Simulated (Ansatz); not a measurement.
Worked example: self-consistent single point of ZnTe (F-43m, 2 atoms in the cell) in Ansatz (an electronic-structure program)

Computed with PBE (plane waves, PAW; Ansatz).

Input:

Ansatz 0.2 input:
```yaml
crystal:
  lattice:
    - [0.000000, 3.040850, 3.040850]
    - [3.040850, 0.000000, 3.040850]
    - [3.040850, 3.040850, 0.000000]
  atoms:
    - { symbol: Zn, position: [0.000000, 0.000000, 0.000000] }
    - { symbol: Te, position: [0.250000, 0.250000, 0.250000] }
basis:
  ecutwfc: 420.0 eV
kpoints:
  mp_grid:
    grid: [7, 7, 7]
hamiltonian:
  xc: pbe
  pseudopotentials:
    kind: paw
scf:
  occupations:
    method: fermi_dirac
    width: 0.05 eV
output:
  forces: true
  eigenvalues: true
  stress: true
```

Output (repeated stretches shortened):

```
WARN ansatz: RAYON_NUM_THREADS=1 ignored (pool sized by the plan → 1); use --threads N
Pseudopotentials: kind: paw
Pseudopotential: Zn, paw, valence charge 12
Pseudopotential: Te, paw, valence charge 16
Crystal: 2 atoms, lattice volume = 56.236 Å³
Basis set: ecut = 420 eV, 1067 PW (Γ), exchange–correlation on 60×60×60 points (8 copies of the dense FFT grid, shifted against one another)
Bands: 18, of which v1, the nominal top of the filled ones, is band 14 counted from 1 (13 counted from 0)
Symmetry: 24 space group operations
Space group: F-43m (ITA 216), of the structure as read, at distance tolerance 3.8e-5 Å
k-points: 20 of 343 (time reversal used)
Initial density: superposition of atomic densities (neutral atoms: chi_scale 0, normalization atom), corrected by the library's trained network
Initial wavefunctions: pseudopotential atomic-orbital guess
Eigensolver: davidson
Functional: x = pbe(κ = 0.804, μ = 0.2195149727645171), c = pbe(β = 0.06672455060314922)
SCF iter   1: F=—  HF=-10299.904361 eV  |F-HF|=—  |Δ(HF+E_count)|=         —  Δρ=8.89e-4  dr2=7.13e-4  ethr=1.77e-3  ⟨swp⟩=5.8  Hψ=1967  notcnv=0
all-band conjugate gradients solve this SCF's bands
preconditioner: auto → none
SCF iter   2: F=—  HF=-10299.903672 eV  |F-HF|=—  |Δ(HF+E_count)|=   6.89e-4  Δρ=5.40e-4  dr2=1.34e-4  ethr=2.55e-6  ⟨swp⟩=2.0  Hψ=803  notcnv=0
SCF iter   3: F=—  HF=-10299.903701 eV  |F-HF|=—  |Δ(HF+E_count)|=   2.88e-5  Δρ=3.16e-4  dr2=3.21e-5  ethr=4.79e-7  ⟨swp⟩=2.0  Hψ=540  notcnv=0
SCF iter   4: F=—  HF=-10299.903697 eV  |F-HF|=—  |Δ(HF+E_count)|=   3.46e-6  Δρ=7.42e-5  dr2=2.76e-6  ethr=1.15e-7  ⟨swp⟩=2.0  Hψ=520  notcnv=0
SCF iter   5: F=—  HF=-10299.903700 eV  |F-HF|=—  |Δ(HF+E_count)|=   2.27e-6  Δρ=3.34e-5  dr2=5.75e-7  ethr=9.87e-9  ⟨swp⟩=2.0  Hψ=640  notcnv=0
SCF iter   6: F=—  HF=-10299.903700 eV  |F-HF|=—  |Δ(HF+E_count)|=   7.55e-7  Δρ=1.40e-5  dr2=1.01e-7  ethr=2.05e-9  ⟨swp⟩=2.0  Hψ=540  notcnv=0
SCF iter   7: F=-10299.903701 eV  HF=-10299.903701 eV  |F-HF|=8.73e-11  |Δ(HF+E_count)|=   1.47e-7  Δρ=3.85e-6  dr2=8.59e-9  ethr=3.57e-10  ⟨swp⟩=5.9  Hψ=1524  notcnv=0
SCF 1 converged in 7 iterations: F = -10299.903701 eV  dr2 = 8.59e-9
SCF converged after 7 iterations
Free energy (F): -10299.903701 eV
Harris-Foulkes:  -10299.903701 eV  (|F-HF|=8.73e-11)
Internal energy: -10299.903700 eV  (E = F + TS)
E sigma→0 (E₀):  -10299.903700 eV
Entropy (-TS):   -0.000000 eV (-0.000 meV/atom)
Fermi energy:    7.812809 eV
--- Per-component energies (eV) ---
  E_band       = -267.624910
  E_kinetic    = 311.940051
  E_local      = -3305.691331  (includes V_loc(G=0)·N_el)
  E_nonlocal   = 303.365364
  E_hartree    = 1677.849596
  E_xc         = -261.496719
  E_vxc        = -156.125243  (∫ρ·V_xc dr)
  E_paw        = -6490.194931  (= ΣΔE_a)
  E_vpaw       = -776.816468  (= ΣTr[D̂ρ^β])
  E_aug_tail   = -0.000563  (compensation charges beyond the density's cutoff)
  E_ewald      = -2535.675168
  E_smearing   = -0.000000  (= −TS)
  E_closure    = 0.000000  (closes the sum)
  Σ components = -10299.903701   (vs F -10299.903701, Δ=0.00e0)
--- Forces (eV/Å), atoms counted from 1 ---
  atom   1  Zn     0.00000000    -0.00000000    -0.00000000
  atom   2  Te    -0.00000000    -0.00000000     0.00000000
  max |Σ_I F_I| component: 2.27e-16 eV/Å
--- Stress (GPa, compression-positive) ---
        2.317712      -0.000000       0.000000
        0.000000       2.317712       0.000000
        0.000000       0.000000       2.317712
  P = ⅓ Tr σ = 2.3177 GPa (23.177 kbar)
  The stress holds the Pulay correction. Without it, at fixed plane waves, as pw.x and ABINIT print it: P = 2.2673 GPa
--- Band table (eV; the first three rows and the last of 20) ---
  k-point 0: bands = ["-29.1065", "-29.1065", "-29.1065", "-29.0966", "-29.0966", "-4.7171", "0.2018", "0.2018", "0.2018", "0.4410", "0.4410", "7.1346", "7.1346", "7.1346", "8.4321", "11.5357", "11.5358", "11.5358"]
  k-point 1: bands = ["-29.1064", "-29.1063", "-29.1063", "-29.0966", "-29.0966", "-4.5772", "0.2146", "0.2146", "0.2158", "0.4395", "0.4395", "5.5154", "6.9198", "6.9198", "9.3013", "11.8413", "11.8612", "11.8612"]
  k-point 2: bands = ["-29.1063", "-29.1059", "-29.1059", "-29.0965", "-29.0965", "-4.2240", "0.2403", "0.2403", "0.2975", "0.4401", "0.4401", "3.5470", "6.5234", "6.5234", "9.2042", "12.2435", "12.2435", "13.5825"]
  k-point 19: bands = ["-29.1063", "-29.1055", "-29.1046", "-29.0967", "-29.0960", "-3.5382", "0.2857", "0.3227", "0.4097", "0.4342", "0.7125", "2.2471", "4.0668", "4.9372", "10.8262", "12.3062", "13.3230", "13.9037"]
```

The run converged in 7 iterations.

The starting cell has typed, rounded lattice constants, without a prior relaxation at this level. Its lattice was rescaled by up to half a per cent. Spin-orbit coupling is off. Ansatz's pressure includes its estimate of the finite-basis (Pulay) stress.
